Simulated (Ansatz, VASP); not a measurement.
## Al5As in VASP and in Ansatz

```xyz
6
Lattice="6.9388 0.0000 0.0000 -3.4694 6.0092 0.0000 0.0000 0.0000 4.1075" Properties=species:S:1:pos:R:3 pbc="T T T"
Al   -1.3420    4.7809    2.0537
Al    0.0000    2.4565    2.0537
Al    1.3420    4.7809    2.0537
Al    3.4694    2.0031    2.0537
Al    0.0000    0.0000    2.0537
As    0.0000    4.0061    0.0000
```

Alike in both runs: functional PBE; k mesh 4 × 4 × 3; occupations gaussian, width 0.2 eV; no spin polarisation.

Ansatz relaxed the structure, and its values are those at the end. VASP's run is a single point on that final structure, the one shown.

|  | VASP | Ansatz |
| --- | --- | --- |
| version | VASP 6.6.1 | Ansatz 0.2.0 |
| potentials or method | VASP PAW PBE potentials, release 64 (Al, As) | scalar-relativistic, plane waves, PAW |
| plane-wave cutoff (eV) | 520 | 420 |
| valence electrons in the cell | 20 | 30 |

Ansatz gave:

```
gap on the k mesh at the Fermi level (eV) : none
pressure (GPa)                            : 0.5
rms of the force components (eV/Å)        : 0.023
```

Problem. Estimate VASP's values.

Solution. gap on the k mesh at the Fermi level (eV): none; pressure (GPa): 0.6; rms of the force components (eV/Å): 0.025.

A gap of «none» marks a metal or a gap that the smearing closes. The two sets of potentials don't hold the same shells in valence.

Caveats: the k mesh is coarse (spacing up to 0.51 Å⁻¹), so the values aren't converged.
